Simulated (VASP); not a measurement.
These are PBEsol GGA, VASP's PBE PAW potentials (set 64) (plane waves; VASP) values and carry that method's errors.

VASP ran on this input.

### KPOINTS
```
kpoints
0
G
8 8 8
```

**INCAR**
```
SYSTEM = Li2O
PREC = Accurate; ENCUT = 520; LREAL = F
LASPH = T
EDIFF = 1E-6; NELM = 100; ALGO = Normal
ISMEAR = 0; SIGMA = 0.05
GGA = PS
IBRION = 2; NSW = 60; ISIF = 3
EDIFFG = -0.02
LWAVE = F; LCHARG = F
```

POSCAR:
```
Li2O
1
    0.0000000000     2.2999668349     2.2999668349
    2.2999668349     0.0000000000     2.2999668349
    2.2999668349     2.2999668349     0.0000000000
Li O
2 1
Direct
  0.2500000000   0.2500000000   0.2500000000
  0.7500000000   0.7500000000   0.7500000000
  1.0000000000   0.0000000000   0.0000000000
```

POTCAR, in this order: Li_sv O (PBE.64 set). Program: vasp_std.

Output

File OSZICAR:
```
       N       E                     dE             d eps       ncg     rms          rms(c)
DAV:   1     0.383610638444E+02    0.38361E+02   -0.62430E+03   580   0.129E+03
DAV:   2    -0.119696655843E+02   -0.50331E+02   -0.47521E+02   700   0.226E+02
DAV:   3    -0.163087840373E+02   -0.43391E+01   -0.43236E+01  1006   0.582E+01
DAV:   4    -0.163628251316E+02   -0.54041E-01   -0.53975E-01   766   0.733E+00
DAV:   5    -0.163636572047E+02   -0.83207E-03   -0.83194E-03   830   0.584E-01    0.701E+00
DAV:   6    -0.148007837819E+02    0.15629E+01   -0.85453E+00   582   0.186E+01    0.282E+00
DAV:   7    -0.147583777955E+02    0.42406E-01   -0.21921E-01   660   0.406E+00    0.144E+00
DAV:   8    -0.147468000419E+02    0.11578E-01   -0.58022E-02   606   0.297E+00    0.324E-01
DAV:   9    -0.147459803390E+02    0.81970E-03   -0.70962E-03   794   0.779E-01    0.107E-01
DAV:  10    -0.147462725396E+02   -0.29220E-03   -0.58156E-04   632   0.238E-01    0.647E-02
DAV:  11    -0.147462331617E+02    0.39378E-04   -0.78734E-05   662   0.115E-01    0.114E-02
DAV:  12    -0.147462329233E+02    0.23839E-06   -0.45473E-06   826   0.248E-02
   1 F= -.14746233E+02 E0= -.14746233E+02  d E =-.147462E+02
       N       E                     dE             d eps       ncg     rms          rms(c)
DAV:   1    -0.147490570518E+02   -0.28239E-02   -0.43739E-02   590   0.202E+00    0.381E-01
DAV:   2    -0.147468647751E+02    0.21923E-02   -0.15307E-02   600   0.961E-01    0.115E-01
DAV:   3    -0.147467526033E+02    0.11217E-03   -0.43485E-04   652   0.193E-01    0.677E-02
DAV:   4    -0.147467146029E+02    0.38000E-04   -0.76536E-05   972   0.762E-02    0.788E-03
DAV:   5    -0.147467140655E+02    0.53742E-06   -0.76339E-06   644   0.279E-02
   2 F= -.14746714E+02 E0= -.14746714E+02  d E =-.481142E-03
```

### OUTCAR
```
------------------------ aborting loop because EDIFF is reached ----------------------------------------
  FORCE on cell =-STRESS in cart. coord.  units (eV):
  Direction    XX          YY          ZZ          XY          YZ          ZX
  --------------------------------------------------------------------------------------
  Total       -0.0444180     -0.0444180     -0.0444180     -0.0000000     -0.0000000      0.0000000
  in kB       -2.9421435     -2.9421435     -2.9421435     -0.0000000     -0.0000000      0.0000000
  external PRESSURE =      -2.9421435 kB  Pullay stress =       0.0000000 kB
  volume of cell :       24.19
      direct lattice vectors                 reciprocal lattice vectors
     0.000000000  2.295400499  2.295400499    -0.217826911  0.217826911  0.217826911
     2.295400499  0.000000000  2.295400499     0.217826911 -0.217826911  0.217826911
     2.295400499  2.295400499  0.000000000     0.217826911  0.217826911 -0.217826911
 POSITION                                       TOTAL-FORCE (eV/Angst)
 -----------------------------------------------------------------------------------
      1.14770      1.14770      1.14770         0.000000     -0.000000      0.000000
      3.44310      3.44310      3.44310        -0.000000      0.000000     -0.000000
      2.29540      4.59080      2.29540        -0.000000     -0.000000      0.000000
 -----------------------------------------------------------------------------------
    total drift:                               -0.000000     -0.000000      0.000000
  FREE ENERGIE OF THE ION-ELECTRON SYSTEM (eV)
  ---------------------------------------------------
  free  energy   TOTEN  =       -14.7467140655 eV

  energy  without entropy=      -14.7467140655  energy(sigma->0) =      -14.74671407

 reached required accuracy - stopping structural energy minimisation
```
(Selected blocks of OUTCAR.)

### CONTCAR
```
Li2O
   1.00000000000000
     0.0000000000000000    2.2954004993465453    2.2954004993465453
     2.2954004993465453    0.0000000000000000    2.2954004993465453
     2.2954004993465453    2.2954004993465453    0.0000000000000000
  Li              O
     2     1
Direct
     0.2500000000000000    0.2500000000000000    0.2500000000000000
     0.7500000000000000    0.7500000000000000    0.7500000000000000
     1.0000000000000000    0.0000000000000000    1.0000000000000000
```

OUTCAR:
```
 val. band max:        1.3283074135   @ k =   0.0000   0.0000   0.0000

 cond. band min:       6.1789875552   @ k =   0.5000   0.5000   0.0000


 Fermi energy:         1.7090812986

 k-point     1 :       0.0000    0.0000    0.0000
  band No.  band energies     occupation
      1     -40.9185      2.00000
      2     -40.5457      2.00000
      3     -14.0550      2.00000
      4       1.3283      2.00000
      5       1.3283      2.00000
      6       1.3283      2.00000
      7       6.6315      0.00000
      8      13.2313      0.00000
      9      13.2313      0.00000
     10      13.2314      0.00000

 k-point     2 :       0.1250    0.0000    0.0000
  band No.  band energies     occupation
      1     -40.9019      2.00000
      2     -40.5580      2.00000
      3     -14.0248      2.00000
      4       0.8015      2.00000
      5       1.2535      2.00000
      6       1.2535      2.00000
      7       7.0494      0.00000
      8      13.2671      0.00000
      9      13.4509      0.00000
     10      13.4510      0.00000

 k-point     3 :       0.2500    0.0000    0.0000
  band No.  band energies     occupation
      1     -40.8557      2.00000
      2     -40.5931      2.00000
      3     -13.9476      2.00000
      4      -0.2711      2.00000
      5       1.0840      2.00000
      6       1.0840      2.00000
      7       8.0464      0.00000
      8      13.0807      0.00000
      9      13.7106      0.00000
     10      13.7106      0.00000

 k-point     4 :       0.3750    0.0000    0.0000
  band No.  band energies     occupation
      1     -40.7900      2.00000
      2     -40.6481      2.00000
      3     -13.8644      2.00000
      4      -1.1795      2.00000
      5       0.9281      2.00000
      6       0.9281      2.00000
      7       9.3579      0.00000
      8      12.2814      0.00000
      9      13.5172      0.00000
     10      13.5172      0.00000

 k-point     5 :       0.5000    0.0000    0.0000
...
```

The compound is Li2O in the antifluorite structure. This run relaxes it. Symmetry was kept, so distortions that lower it aren't found. The start is the result of an earlier pass.
